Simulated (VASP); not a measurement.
A VASP 6.6.1 single-point calculation on GaN

INCAR

```
ENCUT = 520
NELM = 77
IBRION = -1
LASPH = .TRUE.
ISMEAR = -1
NBANDS = 16
PREC = Accurate
LWAVE = .FALSE.
MAGMOM = -3 3
SIGMA = 0.02
GGA = PE
ISPIN = 2
NSW = 0
EDIFF = 1E-7
LCHARG = .FALSE.
LREAL = .FALSE.
ISIF = 2
```

KPOINTS

```
KPOINTS created by Atomic Simulation Environment
0
Gamma
5 5 5
0 0 0
```

POSCAR

```
Ga N
 1.0000000000000000
     0.0000000000000000    2.1085152342992446    2.1085152342992446
     2.1085152342992446    0.0000000000000000    2.1085152342992446
     2.1085152342992446    2.1085152342992446    0.0000000000000000
 Ga  N
   1   1
Cartesian
 -0.0000000000000000  0.0000000000000000 -0.0000000000000000
  2.1085152342992446  2.1085152342992446  2.1085152342992446
```

The recommended PBE PAW datasets give the neutral cell 18 valence electrons.

Command

```
mpirun -np 1 vasp_std
```

OSZICAR

```
N       E                     dE             d eps       ncg     rms          rms(c)
DAV:   1     0.795394576344E+02    0.79539E+02   -0.93067E+03   744   0.215E+03
DAV:   2    -0.463059756976E+01   -0.84170E+02   -0.78995E+02   760   0.320E+02
DAV:   3    -0.876992115061E+01   -0.41393E+01   -0.41308E+01   712   0.625E+01
DAV:   4    -0.880536071890E+01   -0.35440E-01   -0.35438E-01   832   0.604E+00
DAV:   5    -0.880574242203E+01   -0.38170E-03   -0.38170E-03   752   0.552E-01    0.228E+01
DAV:   6    -0.108783053000E+02   -0.20726E+01   -0.48477E+00   848   0.533E+01    0.809E+00
DAV:   7    -0.111451570082E+02   -0.26685E+00   -0.50740E-01   856   0.153E+01    0.280E+00
DAV:   8    -0.111515089661E+02   -0.63520E-02   -0.37442E-02   760   0.325E+00    0.108E+00
DAV:   9    -0.111453016474E+02    0.62073E-02   -0.10487E-02   768   0.131E+00    0.513E-01
DAV:  10    -0.111449830410E+02    0.31861E-03   -0.14918E-03   840   0.759E-01    0.122E-01
DAV:  11    -0.111449852771E+02   -0.22360E-05   -0.29473E-04   840   0.336E-01    0.567E-02
DAV:  12    -0.111450141028E+02   -0.28826E-04   -0.58412E-05   768   0.844E-02    0.189E-02
DAV:  13    -0.111450128101E+02    0.12927E-05   -0.96076E-06   752   0.736E-02    0.954E-03
DAV:  14    -0.111450126090E+02    0.20109E-06   -0.14934E-06   696   0.144E-02    0.281E-03
DAV:  15    -0.111450127250E+02   -0.11596E-06   -0.31302E-07   688   0.574E-03    0.109E-03
DAV:  16    -0.111450127539E+02   -0.28868E-07   -0.21102E-08   368   0.170E-03
   1 F= -.11145013E+02 E0= -.11145013E+02  d E =-.660352E-13  mag=     0.0000
```

Standard output (part)

```
POSCAR found type information on POSCAR GaN
 POSCAR found :  2 types and       2 ions
 LDA part: xc-table for (Slater+PW92), standard interpolation
 POSCAR, INCAR and KPOINTS ok, starting setup
 WAVECAR not read
 entering main loop
```

It converged. Results: pressure 8.7 GPa; magnetic moment of the cell 0.00 μB.

These settings aren't sound, so the numbers aren't properties of the crystal.

On sound settings PBE gives a gap of 0.66 eV on its mesh and a pressure of 9.1 GPa for the intended cell.

The run took about 9.9 s on one core of a shared host (Intel Xeon Platinum 8488C) and held 0.14 GiB at most.
